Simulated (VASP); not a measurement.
# ZnS (Wurtzite-2H) (P6_3mc) in VASP: a series of runs

The runs below take ZnS (Wurtzite-2H) through single point, relaxation of cell and atoms, with PBE.

All numbers are computed with VASP 6.6.1; they aren't measurements. Logs are shortened: lines on timing, memory, paths and dates and some standing lists are left out, and cuts for length are marked.

**What was measured.**

A printed reference work, monograph reports, for a bulk crystal of ZnS at 4 K: band gap 3.911 eV (direct).

The results are compared with them further down.

### Step 1. Starting point

The structure is hexagonal, space group P6_3mc (No. 186). The conventional cell has a = 3.811 Å, b = 3.811 Å, c = 6.234 Å, α = 90.00°, β = 90.00°, γ = 120.00°. Zn (site symmetry 3m) has 4 S at 2.31 to 2.40 Å as nearest neighbours. Around S (site symmetry 3m) lie 4 Zn at 2.31 to 2.40 Å.

### Step 2. Single point, PBE

Input file INCAR:

```
SYSTEM = ZnS
PREC = Accurate
ENCUT = 520
EDIFF = 1E-6
ISMEAR = 0
SIGMA = 0.02
LREAL = .FALSE.
LASPH = .TRUE.
NELM = 80
ALGO = Normal
ISIF = 2
LWAVE = .FALSE.
LCHARG = .FALSE.
GGA = PE
NBANDS = 26
```

Input file KPOINTS:

```
regular mesh
0
G
  8 8 5
  0 0 0
```

Input file POSCAR:

```
ZnS
1.0
    3.8110000000      0.0000000000      0.0000000000
   -1.9055000000      3.3004228138      0.0000000000
    0.0000000000      0.0000000000      6.2340000000
Zn S
2 2
Direct
    0.6666666667      0.3333333333      0.5000000000
    0.3333333333      0.6666666667      0.0000000000
    0.6666666667      0.3333333333      0.8850000000
    0.3333333333      0.6666666667      0.3850000000
```

Potentials or basis: VASP PAW PBE potentials, release 64 (Zn, S).

The run is started by

```console
cat potpaw_PBE.64/Zn/POTCAR potpaw_PBE.64/S/POTCAR > POTCAR
mpirun -np 1 vasp_std > vasp.out
```

OUTCAR:

```text
SYSTEM = ZnS
   PREC = Accurate
   ENCUT = 520
   EDIFF = 1E-6
   ISMEAR = 0
   LREAL = .FALSE.
   LASPH = .TRUE.
   NELM = 80
   ISIF = 2
   GGA = PE

 ion  position               nearest neighbor table
   1  0.667  0.333  0.500-   4 2.31   4 2.31   4 2.31   3 2.40
   2  0.333  0.667  0.000-   3 2.31   3 2.31   3 2.31   4 2.40
   3  0.667  0.333  0.885-   2 2.31   2 2.31   2 2.31   1 2.40
   4  0.333  0.667  0.385-   1 2.31   1 2.31   1 2.31   2 2.40

  LATTYP: Found a hexagonal cell.
 ALAT       =     3.8110000000
 C/A-ratio  =     1.6357911309

  Lattice vectors:

 A1 = (   3.8110000000,   0.0000000000,   0.0000000000)
 A2 = (  -1.9055000000,   3.3004228138,   0.0000000000)
 A3 = (   0.0000000000,   0.0000000000,   6.2340000000)

Analysis of symmetry for initial positions (statically):
=====================================================================
 Subroutine PRICEL returns:
 Original cell was already a primitive cell.

 Routine SETGRP: Setting up the symmetry group for a
 hexagonal supercell.

 Subroutine GETGRP returns: Found 12 space group operations
 (whereof  6 operations were pure point group operations)
 out of a pool of 24 trial point group operations.

The static configuration has the point symmetry C_3v.
 The point group associated with its full space group is C_6v.

Analysis of symmetry for dynamics (positions and initial velocities):
=====================================================================
 Subroutine PRICEL returns:
 Original cell was already a primitive cell.

 Routine SETGRP: Setting up the symmetry group for a
 hexagonal supercell.

 Subroutine GETGRP returns: Found 12 space group operations
 (whereof  6 operations were pure point group operations)
 out of a pool of 24 trial point group operations.

The dynamic configuration has the point symmetry C_3v.
 The point group associated with its full space group is C_6v.

 Subroutine INISYM returns: Found 12 space group operations
 (whereof  6 operations are pure point group operations),
 and found     1 'primitive' translations

----------------------------------------------------------------------------------------

                                     Primitive cell

  volume of cell :      78.4107

  direct lattice vectors                    reciprocal lattice vectors
     3.811000000  0.000000000  0.000000000     0.262398321  0.151495741  0.000000000
    -1.905500000  3.300422814  0.000000000     0.000000000  0.302991482  0.000000000
     0.000000000  0.000000000  6.234000000     0.000000000  0.000000000  0.160410651

  length of vectors
     3.811000000  3.811000000  6.234000000     0.302991482  0.302991482  0.160410651

  position of ions in fractional coordinates (direct lattice)
     0.666666667  0.333333333  0.500000000
     0.333333333  0.666666667  0.000000000
     0.666666667  0.333333333  0.885000000
     0.333333333  0.666666667  0.385000000

  ion indices of the primitive-cell ions
   primitive index   ion index
                 1           1
                 2           2
                 3           3
                 4           4

----------------------------------------------------------------------------------------

 KPOINTS: regular mesh

Automatic generation of k-mesh.
 Grid dimensions read from file:
 generate k-points for:    8    8    5

 Generating k-lattice:

  Cartesian coordinates                     Fractional coordinates (reciprocal lattice)
     0.032799790  0.018936968  0.000000000     0.125000000  0.000000000  0.000000000
     0.000000000  0.037873935  0.000000000     0.000000000  0.125000000  0.000000000
     0.000000000  0.000000000  0.032082130     0.000000000  0.000000000  0.200000000

  Length of vectors
     0.037873935  0.037873935  0.032082130

  Shift w.r.t. Gamma in fractional coordinates (k-lattice)
     0.000000000  0.000000000  0.000000000

 Subroutine IBZKPT returns following result:
 ===========================================

 Found     30 irreducible k-points:

 Following reciprocal coordinates:
            Coordinates               Weight
  0.000000  0.000000  0.000000      1.000000
  0.125000  0.000000  0.000000      6.000000
  0.250000  0.000000  0.000000      6.000000
  0.375000  0.000000  0.000000      6.000000
  0.500000  0.000000  0.000000      3.000000
  0.125000  0.125000  0.000000      6.000000
[... 16 lines left out ...]
  0.250000  0.000000  0.400000     12.000000
  0.375000  0.000000  0.400000     12.000000
 [... further k-points ...]
   k-points           NKPTS =     30   k-points in BZ     NKDIM =     30   number of bands    NBANDS=     26
   number of dos      NEDOS =    301   number of ions     NIONS =      4
   total plane-waves  NPLWV =  37632
   dimension x,y,z NGX =    28 NGY =   28 NGZ =   48
   dimension x,y,z NGXF=    56 NGYF=   56 NGZF=   96
   ions per type =               2   2
   NGX,Y,Z   is equivalent  to a cutoff of  12.21, 12.21, 12.80 a.u.
   NGXF,Y,Z  is equivalent  to a cutoff of  24.43, 24.43, 25.60 a.u.
 SYSTEM =  ZnS
   PREC   = accura    normal or accurate (medium, high low for compatibility)
   ISTART =      0    job   : 0-new  1-cont  2-samecut
   ICHARG =      2    charge: 1-file 2-atom 10-const
   ISPIN  =      1    spin polarized calculation?
   LNONCOLLINEAR =      F non collinear calculations
   LSORBIT =      F    spin-orbit coupling
   LASPH  =      T    aspherical Exc in radial PAW
   ENCUT  =  520.0 eV  38.22 Ry    6.18 a.u.   7.09  7.09 11.59*2*pi/ulx,y,z
   NELM   =     80;   NELMIN=  2; NELMDL= -5     # of ELM steps
   EDIFF  = 0.1E-05   stopping-criterion for ELM
   LREAL  =      F    real-space projection
   EDIFFG = 0.1E-04   stopping-criterion for IOM
   NSW    =      0    number of steps for IOM
   IBRION =     -1    ionic relax: 0-MD 1-quasi-New 2-CG
   NFREE  =      0    steps in history (QN), initial steepest desc. (CG)
   ISIF   =      2    stress and relaxation
   ISYM   =      2    0-nonsym 1-usesym 2-fastsym
   POTIM  = 0.5000    time-step for ionic-motion
   TEBEG  =    0.0;   TEEND  =   0.0 temperature during run
   PSTRESS=    0.0 pullay stress
   NELECT =      36.0000    total number of electrons
   NUPDOWN=      -1.0000    fix difference up-down
   EMIN   =  10.00;   EMAX   =-10.00  energy-range for DOS
   EFERMI =   0.00;   METHOD = LEGACY
   ISMEAR =     0;   SIGMA  =   0.02  broadening in eV -4-tet -1-fermi 0-gaus
   EFERMI_NEDOS =   21; number of points for ismear=-14 and -15
   IALGO  =     38    algorithm
   IMIX   =      4    mixing-type and parameters
     AMIX     =   0.40;   BMIX     =  1.00
     AMIX_MAG =   1.60;   BMIX_MAG =  1.00
  volume/ion in A,a.u.               =      19.60       132.29
  Fermi-wavevector in a.u.,A,eV,Ry     =   1.262943  2.386617 21.701647  1.595026
  Thomas-Fermi vector in A             =   2.396326
   LORBIT       =      0    0 simple, 1 ext, 2 COOP (PROOUT), +10 PAW based schemes
   GGA     = PE    functional components
   LHFCALC =     F    Hartree Fock is set to
   AEXX    =    0.0000 exact exchange contribution
   IVDW    =     0    specifies the selected vdW correction
   LEPSILON=     F    determine dielectric tensor
   LRPA    =     F    only Hartree local field effects (RPA)
 non-spin polarized calculation
 Gauss-broadening in eV      SIGMA  =   0.02
  energy-cutoff  :      520.00
  volume of cell :       78.41
 maximum number of plane-waves:      2128
   NGX = 15   NGY = 15   NGZ = 23

 number of electron      35.9999977 magnetization

 Free energy of the ion-electron system (eV)
  ---------------------------------------------------
  ext. energy  EPLUGINS =         0.00000000
  ---------------------------------------------------
  free energy    TOTEN  =       -13.65381207 eV

  energy without entropy =      -13.65381207  energy(sigma->0) =      -13.65381207

 E-fermi :   2.2629     XC(G=0):  -9.6512

 val. band max:        2.1625432846   @ k =   0.0000   0.0000   0.0000
 cond. band min:       4.4157312041   @ k =   0.0000   0.0000   0.0000
 fundamental gap:      2.2531879194
 Fermi energy:         2.2629173086

 k-point     1 :       0.0000    0.0000    0.0000
  band No.  band energies     occupation
      1     -11.0311      2.00000
      2     -10.1080      2.00000
      3      -4.2064      2.00000
      4      -4.2064      2.00000
      5      -4.1421      2.00000
      6      -4.1421      2.00000
[... 18 lines left out ...]
     25       9.7855      0.00000
     26      11.4723      0.00000

 k-point     2 :       0.1250    0.0000    0.0000
  band No.  band energies     occupation
      1     -10.9248      2.00000
      2     -10.0470      2.00000
      3      -4.2149      2.00000
      4      -4.1812      2.00000
      5      -4.1350      2.00000
      6      -4.1096      2.00000
[... 18 lines left out ...]
     25      10.2701      0.00000
     26      10.8063      0.00000

 k-point     3 :       0.2500    0.0000    0.0000
  band No.  band energies     occupation
      1     -10.6397      2.00000
      2      -9.9042      2.00000
      3      -4.2163      2.00000
      4      -4.1253      2.00000
      5      -4.1116      2.00000
      6      -4.0285      2.00000
[... 18 lines left out ...]
     25      10.6044      0.00000
     26      11.1040      0.00000

 k-point     4 :       0.3750    0.0000    0.0000
  band No.  band energies     occupation
      1     -10.2876      2.00000
      2      -9.7885      2.00000
      3      -4.1861      2.00000
      4      -4.0806      2.00000
      5      -4.0471      2.00000
      6      -3.9400      2.00000
[... 18 lines left out ...]
     25      10.9603      0.00000
     26      12.4441      0.00000
[... 496 lines left out ...]
      1     -10.6509      2.00000
      2     -10.3818      2.00000
      3      -4.2067      2.00000
      4      -4.1775      2.00000
      5      -4.1622      2.00000
      6      -4.1402      2.00000
[... 18 lines left out ...]
     25       9.5573      0.00000
     26       9.9054      0.00000

 k-point    23 :       0.2500    0.0000    0.4000
  band No.  band energies     occupation
      1     -10.4023      2.00000
      2     -10.1757      2.00000
      3      -4.2146      2.00000
      4      -4.1754      2.00000
      5      -4.0955      2.00000
      6      -4.0652      2.00000
[... 18 lines left out ...]
     25      10.1143      0.00000
     26      10.6279      0.00000

 k-point    24 :       0.3750    0.0000    0.4000
  band No.  band energies     occupation
      1     -10.1154      2.00000
      2      -9.9605      2.00000
      3      -4.1955      2.00000
      4      -4.1526      2.00000
      5      -4.0337      2.00000
      6      -3.9899      2.00000
[... 18 lines left out ...]
     25      11.2379      0.00000
     26      11.5780      0.00000

 [... further k-points ...]

------------------------ aborting loop because EDIFF is reached ----------------------------------------

  FORCE on cell =-STRESS in cart. coord.  units (eV):
  Direction    XX          YY          ZZ          XY          YZ          ZX
  --------------------------------------------------------------------------------------
  -------------------------------------------------------------------------------------
  Total        1.5571086      1.5571086      0.5489968      0.0000000      0.0000000      0.0000000
  in kB       31.8166294     31.8166294     11.2177323      0.0000000      0.0000000      0.0000000
  external PRESSURE =      24.9503304 kB  Pullay stress =       0.0000000 kB

 VOLUME and BASIS-vectors are now :
 -----------------------------------------------------------------------------
  energy-cutoff  :      520.00
  volume of cell :       78.41
      direct lattice vectors                 reciprocal lattice vectors
     3.811000000  0.000000000  0.000000000     0.262398321  0.151495741  0.000000000
    -1.905500000  3.300422814  0.000000000     0.000000000  0.302991482  0.000000000
     0.000000000  0.000000000  6.234000000     0.000000000  0.000000000  0.160410651

 POSITION                                       TOTAL-FORCE (eV/Angst)
 -----------------------------------------------------------------------------------
      1.90550      1.10014      3.11700        -0.000000     -0.000000      0.322737
     -0.00000      2.20028      0.00000         0.000000      0.000000      0.322737
      1.90550      1.10014      5.51709         0.000000     -0.000000     -0.322737
     -0.00000      2.20028      2.40009         0.000000     -0.000000     -0.322737
 -----------------------------------------------------------------------------------
    total drift:                               -0.000000     -0.000000      0.000471

  FREE ENERGIE OF THE ION-ELECTRON SYSTEM (eV)
  ---------------------------------------------------
  free  energy   TOTEN  =       -13.6538120688 eV

  energy  without entropy=      -13.6538120688  energy(sigma->0) =      -13.65381207
```

Run time: 29 s. Hardware: 1 thread of Intel Xeon 6975P-C (Granite Rapids), shared host; peak memory 0.21 GiB.

What came out:

| Quantity | Value |
| --- | --- |
| Free energy | -13.6538 eV |
| Pressure | 2.5 GPa |
| Largest force | 0.323 eV/Å |
| Band gap on the k mesh | 2.25 eV, direct |

Forces on the atoms (eV/Å):
```
Zn   0.000  0.000  0.323
Zn   0.000  0.000  0.323
S    0.000  0.000 -0.323
S    0.000  0.000 -0.323
```

### Step 3. Single point, PBE

Input file INCAR:

```
  PREC = Accurate
  ENCUT = 520
  EDIFF = 1E-7
  ISMEAR = 0
  SIGMA = 0.028999999999999998
  LREAL = False
  LASPH = True
  NELM = 80
  ALGO = Normal
  ISIF = 2
  LWAVE = False
  LCHARG = False
  GGA = PE
```

Input file KPOINTS:

```
Automatic mesh
0
Gamma
  8 8 5
```

POSCAR is that of step 2.

Potentials or basis: VASP PAW PBE potentials, release 64 (Zn, S).

The run is started by

```console
cat potpaw_PBE.64/Zn/POTCAR potpaw_PBE.64/S/POTCAR > POTCAR
mpirun -np 1 vasp_std > vasp.out
```

Wall time 28 s (1 thread of Intel Xeon 6975P-C (Granite Rapids), shared host); peak memory 0.2 GiB.

Results (log left out):

```
Free energy            : -13.6538 eV
Pressure               : 2.5 GPa
Largest force          : 0.323 eV/Å
Band gap on the k mesh : 2.25 eV, direct
```

Forces in eV/Å, atoms in the order of the input:
```
Zn   0.000  0.000  0.323
Zn   0.000  0.000  0.323
S    0.000  0.000 -0.323
S    0.000  0.000 -0.323
```

Stress tensor (GPa, compression positive):
```
3.19 0.00 0.00
0.00 3.19 0.00
0.00 0.00 1.13
```

Levels at points of the mesh, in eV from the valence-band top:
```
           k point  band 16  band 17  band 18  band 19  band 20  band 21
(0.00, 0.00, 0.00)    -0.01    -0.01     0.00     2.25     3.00     6.30
(0.50, 0.00, 0.00)    -2.25    -1.56    -0.98     3.62     4.27     5.18
```

### Step 4. Relaxation of cell and atoms, PBE

Input file INCAR:

```
PREC     = Accurate       # precision mode
ENCUT    = 980            # plane-wave cutoff, eV
EDIFF    = 1E-6           # SCF threshold, eV
ISMEAR   = -1             # smearing method
SIGMA    = 0.05           # smearing width, eV
LREAL    = F              # projectors in reciprocal space
LASPH    = T              # aspherical terms in the spheres
NELM     = 100            # most SCF steps
ALGO     = Fast           # electronic algorithm
ISIF     = 3              # what is computed and relaxed
LWAVE    = F              # write WAVECAR
LCHARG   = F              # write CHGCAR
GGA      = PE             # functional
IBRION   = 2              # ionic algorithm
NSW      = 40             # ionic steps
EDIFFG   = -0.02          # ionic threshold
```

KPOINTS is that of step 3.

POSCAR is that of step 3.

Potentials or basis: VASP PAW PBE potentials, release 64 (Zn, S_h).

The run is started by

```console
cat potpaw_PBE.64/Zn/POTCAR potpaw_PBE.64/S_h/POTCAR > POTCAR
mpirun -np 1 vasp_std > vasp.out
```

Wall time 8.8 min (1 thread of Intel Xeon 6975P-C (Granite Rapids), shared host); peak memory 0.4 GiB.

It converged, with:

- Free energy: -13.6890 eV
- Relaxed volume: 20.25 Å³/atom
- Relaxed cell: a = 3.848 Å, b = 3.848 Å, c = 6.314 Å, α = 90.00°, β = 90.00°, γ = 120.00°
- Space group after relaxing (to 0.05 Å): P6_3mc (No. 186)
- Energy gained by relaxing: 10.1 meV/atom
- Ionic steps: 11
- Pressure after relaxing: 0.0 GPa
- Band gap on the k mesh: 2.07 eV, direct

Forces in eV/Å, atoms in the order of the input:
```
Zn   0.000  0.000 -0.003
Zn   0.000  0.000 -0.003
S    0.000  0.000  0.003
S    0.000  0.000  0.003
```

The path:
| step | energy change (eV) | largest force (eV/Å) | pressure (GPa) | volume (Å³) |
| --- | --- | --- | --- | --- |
| 1 | 0.0000 | 0.3245 | 2.80 | 78.41 |
| 2 | -0.0309 | 0.0893 | -1.10 | 82.36 |
| 3 | -0.0338 | 0.1435 | -0.27 | 81.35 |
| 4 | -0.0338 | 0.1398 | -0.35 | 81.41 |
| 5 | -0.0374 | 0.0738 | -0.21 | 81.14 |
| 6 | -0.0385 | 0.0143 | 0.05 | 80.82 |
| 7 | -0.0402 | 0.0092 | 0.24 | 80.71 |
| 8 | -0.0403 | 0.0095 | 0.22 | 80.67 |
| 9 | -0.0403 | 0.0090 | 0.24 | 80.69 |
| 10 | -0.0405 | 0.0007 | -0.13 | 81.12 |
| 11 | -0.0406 | 0.0026 | 0.04 | 80.98 |

Final structure:
```
Zn S
1.0
     3.84838    0.00000    0.00000
    -1.92419    3.33280    0.00000
     0.00000    0.00000    6.31407
Zn S
2 2
Cartesian
  1.9242 1.1109 3.1907
  0.0000 2.2219 0.0336
  1.9242 1.1109 5.5543
  0.0000 2.2219 2.3973
```

Levels at points of the mesh, in eV from the valence-band top:
| k point | band 16 | band 17 | band 18 | band 19 | band 20 | band 21 |
| --- | --- | --- | --- | --- | --- | --- |
| (0.00, 0.00, 0.00) | -0.08 | 0.00 | 0.00 | 2.07 | 3.05 | 6.32 |
| (0.50, 0.00, 0.00) | -2.13 | -1.60 | -0.84 | 3.68 | 4.17 | 5.13 |

PBE usually gives volumes a little too large and moduli too small. Zero-point motion and thermal expansion aren't in these numbers.

### Step 5. The reference run

An earlier run on the cell as given: functional PBEsol; potentials or basis VASP PAW PBE potentials, release 64 (Zn, S); cutoff 520 eV; k mesh 8 × 8 × 5; occupations fermi-dirac, width 0.05 eV; no spin polarisation.

- Pressure: -1.1 GPa
- Largest force: 0.309 eV/Å
- Band gap on the k mesh: 2.12 eV, direct

### Step 6. The runs side by side

```tsv
task	level	potentials or basis	cell	cutoff (eV)	smearing	ladder	gap on the mesh (eV)	pressure (GPa)	largest force (eV/Å)
single point	PBE	VASP PAW PBE potentials, release 64 (Zn, S)	as given	520	gaussian 0.02 eV	-	2.25	2.5	0.32
single point	PBE	VASP PAW PBE potentials, release 64 (Zn, S)	as given	520	gaussian 0.029 eV	-	2.25	2.5	0.32
relaxation of cell and atoms	PBE	VASP PAW PBE potentials, release 64 (Zn, S_h)	relaxed	980	fermi-dirac 0.05 eV	-	2.07	0.0	-
single point	PBEsol	VASP PAW PBE potentials, release 64 (Zn, S)	as given	520	fermi-dirac 0.05 eV	free	2.12	-1.1	0.31
```

Alike in all rows: no spin polarisation; k mesh 8 × 8 × 5.

Caveats: the PAW data sets were made with another functional, which shifts forces and pressure a little (some runs).

Absolute energies hang on the potentials; compare differences alone.

### Step 7. Against experiment

Step 2. Against the measured gap of ZnS, 3.911 eV (direct; 4 K; a printed reference work, monograph), the calculated 2.25 eV is off by -1.66 eV. The value is that of PBE, without temperature or zero-point motion. Semilocal functionals fall short of measured gaps as a rule.

Step 3. Against the measured gap of ZnS, 3.911 eV (direct; 4 K; a printed reference work, monograph), the calculated 2.25 eV is off by -1.66 eV. The value is that of PBE, without temperature or zero-point motion. Semilocal functionals fall short of measured gaps as a rule.
